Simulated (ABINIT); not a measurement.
CdS in ABINIT: convergence with smearing width

Input of the first run (smearing width 0.272 eV); the others differ in this setting and in those tied to it:

File run.abi:

```
# Pseudopotentials
pp_dirpath "./"
pseudos "Cd.GGA_PBE-JTH.xml, S.GGA_PBE-JTH.xml"

# Structure
acell 3*1.0
rprim
     8.0524434913     0.0000000000     0.0000000000
    -4.0262217458     6.9736206261     0.0000000000
     0.0000000000     0.0000000000    10.9682972366
ntypat 2
znucl 48 16
natom 2
typat 1 2
xred
    -0.0032290000    -0.0075890000     0.4340560000
     0.6737480000     0.3372770000     0.4319240000
chkprim 0
chksymtnons 0
tolsym 1.0e-6

# Plane-wave basis
ecut 22.0
pawecutdg 44.0
pawxcdev 0

# k points
kptopt 1
ngkpt 6 6 4
nshiftk 1
shiftk 0.0 0.0 0.0

# Exchange and correlation
ixc -116133

# Bands and occupations
nband 13
occopt 7
tsmear 0.272 eV

# SCF cycle
nstep 100
tolvrs 1.0e-9

# Output
iomode 3
prtwf 0
prtden 0
prteig 0
prtebands 0
enunit 2
prtvol 2
```

Potentials or basis: JTH PAW PBE v2.0.

The run is started by

```bash
$ abinit run.abi > log 2>&1
```

The cell isn't the ideal one: atoms moved at random, drawn with an rms of 0.05 Å.

The cell comes from a database or a generator and needn't be the stable form of this composition.

Hardware: 1 thread of Intel(R) Xeon(R) 6975P-C (Granite Rapids) (shared host).

```tsv
smearing width	energy less the tightest run, at zero smearing (meV/atom)	SCF cycles	CPU time (s)	peak memory (GiB)
0.272 eV	0.00	32	150	0.23
0.2 eV	0.00	33	150	0.23
0.136 eV	0.00	33	150	0.23
0.1 eV	0.00	33	150	0.23
0.05 eV	0.00	33	150	0.23
0.025 eV	0.00	33	150	0.23
0.01 eV	0.00	33	150	0.23
```

Against the tightest run, the energy stays within 1 meV/atom from 0.272 eV on. The tightest run that finished is the yardstick and may itself not be fully converged.
